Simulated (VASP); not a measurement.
# BP (F-43m) in VASP: further runs, part 3 of 3

VASP 6.6.1.

### 5 Dielectric tensor, LDA

INCAR reads:

```
SYSTEM = BP
PREC = Accurate ; ENCUT = 350
EDIFF = 1E-8 ; ISMEAR = 0
SIGMA = 0.01 ; LREAL = .FALSE.
LASPH = .TRUE. ; NELM = 100
ALGO = Normal ; ISIF = 2
LWAVE = .FALSE. ; LCHARG = .FALSE.
LEPSILON = .TRUE.
```

KPOINTS reads:

```
Automatic mesh
0
G
  12 12 12
  0 0 0
```

POSCAR reads:

```
BP
1.0
    0.0000000000      2.2690000000      2.2690000000
    2.2690000000      0.0000000000      2.2690000000
    2.2690000000      2.2690000000      0.0000000000
P B
1 1
Direct
    0.7500000000      0.7500000000      0.7500000000
    0.0000000000      0.0000000000      0.0000000000
```

Potentials or basis: VASP PAW LDA potentials, release 64 (P, B).

On the command line:

```console
$ cat potpaw_LDA.64/P/POTCAR potpaw_LDA.64/B/POTCAR > POTCAR
$ mpirun -np 1 vasp_std > vasp.out
```

OUTCAR:

```text
SYSTEM = BP
   PREC = Accurate
   ENCUT = 350
   EDIFF = 1E-8
   ISMEAR = 0
   LREAL = .FALSE.
   LASPH = .TRUE.
   NELM = 100
   ISIF = 2
   LEPSILON = .TRUE.

 Found     72 irreducible k-points:

 Following reciprocal coordinates:
            Coordinates               Weight
  0.000000  0.000000  0.000000      1.000000
  0.083333  0.000000  0.000000      8.000000
  0.166667  0.000000  0.000000      8.000000
  0.250000  0.000000  0.000000      8.000000
  0.333333  0.000000  0.000000      8.000000
  0.416667  0.000000  0.000000      8.000000
   k-points           NKPTS =     72   k-points in BZ     NKDIM =     72   number of bands    NBANDS=      8
   number of dos      NEDOS =    301   number of ions     NIONS =      2
   total plane-waves  NPLWV =   8000
   dimension x,y,z NGX =    20 NGY =   20 NGZ =   20
   dimension x,y,z NGXF=    40 NGYF=   40 NGZF=   40
   ions per type =               1   1
   NGX,Y,Z   is equivalent  to a cutoff of  10.36, 10.36, 10.36 a.u.
   NGXF,Y,Z  is equivalent  to a cutoff of  20.72, 20.72, 20.72 a.u.
 SYSTEM =  BP
   PREC   = accura    normal or accurate (medium, high low for compatibility)
   ISTART =      0    job   : 0-new  1-cont  2-samecut
   ICHARG =      2    charge: 1-file 2-atom 10-const
   ISPIN  =      1    spin polarized calculation?
   LNONCOLLINEAR =      F non collinear calculations
   LSORBIT =      F    spin-orbit coupling
   LASPH  =      T    aspherical Exc in radial PAW
   ENCUT  =  350.0 eV  25.72 Ry    5.07 a.u.   4.89  4.89  4.89*2*pi/ulx,y,z
   NELM   =    100;   NELMIN=  2; NELMDL= -5     # of ELM steps
   EDIFF  = 0.1E-07   stopping-criterion for ELM
   LREAL  =      F    real-space projection
   EDIFFG = 0.1E-06   stopping-criterion for IOM
   NSW    =      0    number of steps for IOM
   IBRION =     -1    ionic relax: 0-MD 1-quasi-New 2-CG
   NFREE  =      0    steps in history (QN), initial steepest desc. (CG)
   ISIF   =      2    stress and relaxation
   ISYM   =      2    0-nonsym 1-usesym 2-fastsym
   POTIM  = 0.5000    time-step for ionic-motion
   TEBEG  =    0.0;   TEEND  =   0.0 temperature during run
   PSTRESS=    0.0 pullay stress
   NELECT =       8.0000    total number of electrons
   NUPDOWN=      -1.0000    fix difference up-down
   EMIN   =  10.00;   EMAX   =-10.00  energy-range for DOS
   EFERMI =   0.00;   METHOD = LEGACY
   ISMEAR =     0;   SIGMA  =   0.01  broadening in eV -4-tet -1-fermi 0-gaus
   EFERMI_NEDOS =   21; number of points for ismear=-14 and -15
   IALGO  =     38    algorithm
   IMIX   =      4    mixing-type and parameters
     AMIX     =   0.40;   BMIX     =  1.00
     AMIX_MAG =   1.60;   BMIX_MAG =  1.00
  volume/ion in A,a.u.               =      11.68        78.83
  Fermi-wavevector in a.u.,A,eV,Ry     =   1.145320  2.164342 17.847562  1.311759
  Thomas-Fermi vector in A             =   2.282009
   LORBIT       =      0    0 simple, 1 ext, 2 COOP (PROOUT), +10 PAW based schemes
   GGA     = CA    functional components
   LHFCALC =     F    Hartree Fock is set to
   AEXX    =    0.0000 exact exchange contribution
   IVDW    =     0    specifies the selected vdW correction
   LEPSILON=     T    determine dielectric tensor
   LRPA    =     F    only Hartree local field effects (RPA)
 non-spin polarized calculation
 Gauss-broadening in eV      SIGMA  =   0.01
  energy-cutoff  :      350.00
[... 80 lines left out ...]

 [... further k-points ...]

  FORCE on cell =-STRESS in cart. coord.  units (eV):
  Direction    XX          YY          ZZ          XY          YZ          ZX
  --------------------------------------------------------------------------------------
  -------------------------------------------------------------------------------------
  Total       -0.8088188     -0.8088188     -0.8088188     -0.0000000     -0.0000000      0.0000000
  in kB      -55.4661880    -55.4661880    -55.4661880     -0.0000000     -0.0000000      0.0000000
  external PRESSURE =     -55.4661880 kB  Pullay stress =       0.0000000 kB

 VOLUME and BASIS-vectors are now :
 -----------------------------------------------------------------------------
  energy-cutoff  :      350.00
  volume of cell :       23.36
      direct lattice vectors                 reciprocal lattice vectors
     0.000000000  2.269000000  2.269000000    -0.220361393  0.220361393  0.220361393
     2.269000000  0.000000000  2.269000000     0.220361393 -0.220361393  0.220361393
     2.269000000  2.269000000  0.000000000     0.220361393  0.220361393 -0.220361393

 POSITION                                       TOTAL-FORCE (eV/Angst)
 -----------------------------------------------------------------------------------
      3.40350      3.40350      3.40350        -0.000000     -0.000000      0.000000
      0.00000      0.00000      0.00000         0.000000      0.000000     -0.000000
 -----------------------------------------------------------------------------------
    total drift:                               -0.000000     -0.000000     -0.000000

  FREE ENERGIE OF THE ION-ELECTRON SYSTEM (eV)
  ---------------------------------------------------
  free  energy   TOTEN  =       -14.3843319301 eV

  energy  without entropy=      -14.3843319301  energy(sigma->0) =      -14.38433193

 HEAD OF MICROSCOPIC STATIC DIELECTRIC TENSOR (INDEPENDENT PARTICLE, excluding Hartree and local field effects)
 ------------------------------------------------------
           9.682574     0.000000    -0.000000
          -0.000000     9.682574    -0.000000
           0.000000     0.000000     9.682574
 ------------------------------------------------------

 Free energy of the ion-electron system (eV)
  ---------------------------------------------------
  ---------------------------------------------------
  free energy    TOTEN  =        -0.56173965 eV

  energy without entropy =       -0.56173965

------------------------ aborting loop because EDIFF is reached ----------------------------------------

--------------------------------------- Ionic step        2  -------------------------------------------

------------------------ aborting loop because EDIFF is reached ----------------------------------------

--------------------------------------- Ionic step        3  -------------------------------------------

 Free energy of the ion-electron system (eV)
  ---------------------------------------------------
  ---------------------------------------------------
  free energy    TOTEN  =        -0.56173988 eV

  energy without entropy =       -0.56173988

------------------------ aborting loop because EDIFF is reached ----------------------------------------

 PIEZOELECTRIC TENSOR FIELD DIRECTION 3  (e Angst)
 -----------------------------------------------------------------------------
    -0.00070 -0.17266  0.00000           ( -0.00000 -0.07679  0.00000)
    -0.17266 -0.00070  0.00000           ( -0.07679 -0.00000  0.00000)
     0.00000  0.00000  0.00028           (  0.00000  0.00000 -0.00000)

 PIEZOELECTRIC TENSOR FIELD DIRECTION 3  (C/m^2)
 -----------------------------------------------------------------------------
    -0.00048 -0.11840  0.00000
    -0.11840 -0.00048  0.00000
     0.00000  0.00000  0.00019

 MACROSCOPIC STATIC DIELECTRIC TENSOR (including local field effects in DFT)
 ------------------------------------------------------
           9.228177     0.000000     0.000000
          -0.000000     9.228177     0.000000
          -0.000000    -0.000000     9.228177
 ------------------------------------------------------

 PIEZOELECTRIC TENSOR (including local field effects)  for field in x, y, z        (e  Angst)
          XX          YY          ZZ          XY          YZ          ZX
  --------------------------------------------------------------------------------
  x     0.00000     0.00000    -0.00000     0.00000    -0.16931     0.00000
  y     0.00000    -0.00000    -0.00000     0.00000     0.00000    -0.16931
  z     0.00000    -0.00000     0.00000    -0.16931     0.00000     0.00000

 PIEZOELECTRIC TENSOR (including local field effects)  for field in x, y, z        (C/m^2)
          XX          YY          ZZ          XY          YZ          ZX
  --------------------------------------------------------------------------------
  x     0.00000     0.00000    -0.00000     0.00000    -0.11611     0.00000
  y     0.00000    -0.00000    -0.00000     0.00000     0.00000    -0.11611
  z     0.00000    -0.00000     0.00000    -0.11611     0.00000     0.00000

 BORN EFFECTIVE CHARGES (including local field effects) (in |e|, cummulative output)
 ---------------------------------------------------------------------------------
 ion    1
    1     0.51976    -0.00000     0.00000
    2     0.00000     0.51976    -0.00000
    3    -0.00000     0.00000     0.51976
 ion    2
    1    -0.51976     0.00000    -0.00000
    2    -0.00000    -0.51976     0.00000
    3     0.00000    -0.00000    -0.51976
```

It took 1.7 min on 1 thread of Intel Xeon Platinum 8259CL at 2.50GHz (Skylake/Cascade Lake), shared host; peak memory 0.18 GiB.

The run converged, but some of its settings lie outside the range that counts as converged, so its numbers aren't taken as properties of the crystal.

What came out:

```yaml
Band_gap_on_the_k_mesh: 1.18 eV, indirect (least direct gap 3.38 eV)
Electronic_dielectric_tensor_diagonal: 9.23
Born_charges_mean_of_the_diagonal: P +0.52; B -0.52 e
```

Caveat: the cutoff is under 1.25 times the usual one of these potentials, so pressure, stress and relaxed cells hold a basis-set (Pulay) error.

### 6 For comparison

An earlier run on the cell as given: functional PBEsol; potentials or basis VASP PAW PBE potentials, release 64 (P, B); cutoff 520 eV; k mesh 10 × 10 × 10; occupations fermi-dirac, width 0.05 eV; no spin polarisation.

- Pressure: -1.9 GPa
- Band gap on the k mesh: 1.13 eV, indirect (least direct gap 3.36 eV)
